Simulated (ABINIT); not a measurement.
A calculation with ABINIT 10.8.3 (patched build) of ZrC (native input, structure from a POSCAR):

Contents of run.abi:

```
# Pseudopotentials
pp_dirpath "./"
pseudos "Zr.GGA_PBE-JTH.xml, C.GGA_PBE-JTH.xml"

# Structure
structure "poscar:POSCAR"
natom 4

# Plane-wave basis
ecut 19.0
pawecutdg 38.0
pawxcdev 0

# k points
kptopt 1
ngkpt 9 9 5
nshiftk 1
shiftk 0.0 0.0 0.0

# Exchange and correlation
ixc 11

# Bands and occupations
nband 20
occopt 3
tsmear 0.00183747

# SCF cycle
nstep 100
tolvrs 1.0e-9

# Output
iomode 3
prtwf 0
prteig 0
prtebands 0
prtden 1
prtvha 1
prtvclmb 1
prtpot 1
```

Contents of POSCAR:

```
ZrC
1.0
    3.3914762718      0.0000000000      0.0000000000
   -1.6957381359      2.9371046077      0.0000000000
    0.0000000000      0.0000000000      5.2900530000
Zr C
2 2
Direct
    0.6666666667      0.3333333333      0.7500000000  Zr
    0.3333333333      0.6666666667      0.2500000000  Zr
    0.0000000000      0.0000000000      0.5000000000  C
    0.0000000000      0.0000000000      0.0000000000  C
```

Potentials or basis: JTH PAW PBE v2.0.

Run with:

```console
$ abinit run.abi > log 2>&1
```

The cell comes from a database or a generator and needn't be the stable form of this composition.

Task: Write the same calculation in another form: ASE script, structure from a POSCAR.

Result: As run:

run.py

```python
import json, os
import numpy as np
from ase.units import GPa
from ase.calculators.abinit import Abinit, AbinitProfile
from ase.io import read

atoms = read('POSCAR')

profile = AbinitProfile(command='abinit', pp_paths=[os.path.abspath('pseudos')])
params = dict(
    pps='pawxml', xc='PBE',
    ecut=517.0163,
    pawecutdg=1034.0327,
    pawxcdev=0,
    kptopt=1,
    ngkpt=[9, 9, 5],
    nshiftk=1,
    shiftk=[0.0, 0.0, 0.0],
    ixc=11,
    nband=20,
    occopt=3,
    tsmear=0.05,
    nstep=100,
    tolvrs=1e-09,
    prtwf=0,
    prtden=0,
)

atoms.calc = Abinit(profile=profile, directory='run', **params)
energy = atoms.get_potential_energy()
forces = atoms.get_forces()
stress = atoms.get_stress()
print(f'energy {energy:.6f} eV')
print('forces (eV/A)')
print(np.round(forces, 5))
print('stress (GPa, Voigt, tension positive)', np.round(stress / GPa, 4))
json.dump(dict(energy=energy, forces=forces.tolist(), stress=stress.tolist(), cell=atoms.cell.tolist(), frac=atoms.get_scaled_positions(wrap=False).tolist()), open('results.json', 'w'))
```

Contents of POSCAR:

```
ZrC
1.0
    3.3914762718      0.0000000000      0.0000000000
   -1.6957381359      2.9371046077      0.0000000000
    0.0000000000      0.0000000000      5.2900530000
Zr C
2 2
Direct
    0.6666666667      0.3333333333      0.7500000000
    0.3333333333      0.6666666667      0.2500000000
    0.0000000000      0.0000000000      0.5000000000
    0.0000000000      0.0000000000      0.0000000000
```

Potentials or basis: JTH PAW PBE v2.0.

Command:

```console
$ python run.py
```

Both were run:

|  | native input, structure from a POSCAR | ASE script, structure from a POSCAR |
| --- | --- | --- |
| Pressure | -2.4 GPa | -2.4 GPa |
| Band gap on the k mesh | none (metal or under the smearing width) | none (metal or under the smearing width) |
| Valence electrons inside the program's atomic spheres | Zr 9.07; C 2.37 | Zr 9.07; C 2.37 |

Keys that steer only the numerical path or the files written may differ.
